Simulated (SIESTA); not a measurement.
The system is HfC.

```xyz
2
Lattice="0.0000 2.3250 2.3250 2.3250 0.0000 2.3250 2.3250 2.3250 0.0000" Properties=species:S:1:pos:R:3 pbc="T T T"
Hf    2.3250    2.3250    2.3250
C     0.0000    0.0000    0.0000
```

Base run:

```yaml
Program: SIESTA 5.4.2
Functional: vdW-DF-cx
Potentials_or_basis: PseudoDojo 0.4 standard (PBE files)
Basis: DZP (energy shift 0.003 Ry; two zetas on semicore shells)
Grid_cutoff: 800 Ry
Energy_shift: 0.003 Ry
k_mesh: 10 × 10 × 10
Occupations: fermi-dirac, width 0.05 eV
Spin: no spin polarisation
```

Its results: band gap on the k mesh none (metal or under the smearing width); pressure -1.8 GPa.

Problem. After a change of settings the same cell gave: band gap on the k mesh none (metal or under the smearing width); pressure 10.4 GPa. Which change was it?
A. functional from vdW-DF-cx to PBE
B. functional from vdW-DF-cx to BLYP
C. functional from vdW-DF-cx to AM05; potentials or basis from PseudoDojo 0.4 standard (PBE files) to PseudoDojo 0.4 standard (PBEsol files)
D. functional from vdW-DF-cx to LDA; potentials or basis from PseudoDojo 0.4 standard (PBE files) to PseudoDojo 0.4 standard (LDA files)

Solution. B.

Caveats: short orbitals over semicore shells can move pressures by several GPa; the potentials were made for another functional, which shifts forces and pressure; the basis of atomic orbitals isn't converged, which shifts pressures, moduli and gaps.

Not every run made on this cell is shown here.
